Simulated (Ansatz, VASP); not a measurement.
# Two plane-wave programs on Sr

```
CELL_PARAMETERS angstrom
4.30626 0.00000 0.00000
-2.15313 3.72933 0.00000
0.00000 0.00000 7.11696
ATOMIC_POSITIONS crystal
Sr 0.33333 0.66667 0.25000
Sr 0.66667 0.33333 0.75000
```

Alike in both runs: functional r2SCAN; k mesh 12 × 12 × 6; occupations gaussian, width 0.1 eV; no spin polarisation.

Ansatz relaxed the structure, and its values are those at the end. VASP's run is a single point on that final structure, the one shown.

|  | VASP | Ansatz |
| --- | --- | --- |
| version | VASP 6.6.1 | Ansatz 0.2.0 |
| potentials or method | VASP PAW PBE potentials, release 64 (Sr_sv) | scalar-relativistic, plane waves, PAW |
| plane-wave cutoff (eV) | 520 | 500 |
| valence electrons in the cell | 20 | 20 |

|  | VASP | Ansatz | Ansatz less VASP |
| --- | --- | --- | --- |
| gap on the k mesh at the Fermi level (eV) | none | none | - |
| pressure (GPa) | 0.0 | 0.0 | -0.02 |

A gap of «none» marks a metal or a gap that the smearing closes.

Caveats: the PAW data sets were made with another functional, which shifts forces and pressure a little (VASP).
